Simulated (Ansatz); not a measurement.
Predict the output of the script below (the Python package of Ansatz (0.2.0)).

`bn.xyz`
```text
8
Lattice="4.424223 0.0 0.0 0.0 4.424223 0.0 0.0 0.0 2.550356" Properties=species:S:1:pos:R:3 pbc="T T T"
B     0.77106686    3.65315614    1.27517800
B     1.44104464    1.44104464    0.00000000
B     2.98317836    2.98317836    0.00000000
B     3.65315614    0.77106686    1.27517800
N     3.59512803    3.59512803    1.27517800
N     1.38301653    3.04120647    0.00000000
N     3.04120647    1.38301653    0.00000000
N     0.82909497    0.82909497    1.27517800
```

`restart.py`:
```python
'''Two stages for BN: converge the density, then read it back for bands.'''

import argparse

import ansatz as az

KMESH = (4, 4, 7)
SMEARING = 'fixed'
CUTOFF_EV = 510


def main() -> None:
    system = az.Crystal.from_extxyz('bn.xyz')

    parser = argparse.ArgumentParser()
    parser.add_argument('stage', choices=['scf', 'bands'])
    stage = parser.parse_args().stage
    calc = (
        system.calculation()
        .kpoints(*KMESH, center='gamma')
        .occupations(SMEARING)
        .functional(az.Functional.PBESOL)
        .basis(CUTOFF_EV)
    )
    if stage == 'scf':
        r = calc.checkpoint(write='bn.run').run(threads=1).report
        print(f'F = {r["free_energy_ev"]:.5f} eV after {r["n_iterations"]} iterations, saved')
    else:
        points = {'G': (0.0, 0.0, 0.0), 'X': (0.0, 0.5, 0.0), 'M': (0.5, 0.5, 0.0), 'Z': (0.0, 0.0, 0.5), 'R': (0.0, 0.5, 0.5), 'A': (0.5, 0.5, 0.5)}
        done = calc.checkpoint(read='bn.run', post_process_only=True).band_structure(list(points.values()), intervals=1).run(threads=1)
        bands = done.band_structure()
        for label, levels in zip(points, bands.channels[0].eigenvalues_ev - bands.fermi_energy_ev):
            print(f'{label:3s}', ' '.join(f'{e:7.3f}' for e in levels if abs(e) < 6))


if __name__ == '__main__':
    main()
```

```console
$ python restart.py scf
F = -2134.45470 eV after 6 iterations, saved
```

```console
$ python restart.py bands
G    -5.598  -4.870  -2.282  -2.282  -0.415  -0.223   0.000   0.000
X    -5.724  -5.724  -3.795  -3.795  -3.392  -3.392  -1.414  -1.414  -1.268  -1.268
M    -5.636  -5.636  -4.452  -4.452  -3.069  -3.069  -2.656  -2.656  -2.451  -2.451
Z    -4.955  -4.955  -4.191  -4.191  -3.378  -3.378
R    -4.584  -4.584  -3.584  -3.584  -2.196  -2.196
A    -5.290  -5.290  -3.521  -3.521  -2.974  -2.974  -2.494  -2.494
```

Total energies depend on the potentials; only differences at equal settings carry meaning. A total without «per atom» is that of the cell as typed. This cell is a computed structure, which may not be the phase found in nature. Levels are Kohn-Sham eigenvalues on this mesh. Run time: 4.9 s on 1 thread of Arm Neoverse V1, on a shared host, peak memory 0.36 GiB.
